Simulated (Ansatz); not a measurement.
# BeTe4: balancing the decomposition

These are results of DFT PBE, scalar-relativistic, plane waves, PAW in Ansatz, not measurements. All cells share a 420 eV cutoff and Γ-centred k meshes spaced about 0.3 Å⁻¹ or finer (0.25 for metals, 2π included). No spin polarisation.

Energies over the elements count from the elements' standard structures at the same level, with no fitted energy shifts.

These are static total energies at zero pressure. Weakly bound directions are ill-defined at this level, which has no dispersion term (BeTe4 R3m). Spin–orbit coupling, which can matter for Te, is left out. The reference form of Te is held partly by dispersion forces, which this level lacks.

A trial structure of BeTe4 (reached from: a cell proposed by chemical analogy; relaxed: space group R3m (No. 160), a = 4.149 Å, c = 30.777 Å) has a formation energy of -0.009 eV/atom. It holds Te–Te nets (shortest 3.03 Å). At its composition the lowest mixture among the elements and 1 reference phase computed alike (others may be missing) consists of these:

```
       phase   source  ΔE_f (eV/atom)
  Te (solid)  element           0.000
BeTe (F-43m)      COD          -0.361
```

**Question.** Write the balanced decomposition and find its energy per atom, per formula unit and per mole of formula units.

**Answer.** Balancing Be and Te gives BeTe4 → 3 Te + BeTe. The left side holds 5 atoms, and the products take 3/5 (Te) and 2/5 (BeTe) of them. The mixture therefore lies at 3/5 × (0.000) + 2/5 × (-0.361) = -0.144 eV/atom. The reaction energy is -0.144 − (-0.009) = -0.135 eV/atom. Times 5 atoms that is -0.675 eV per BeTe4, and times 96.485 it is -65 kJ per mole of BeTe4. Decomposition is downhill, so the trial structure is unstable against this mixture.
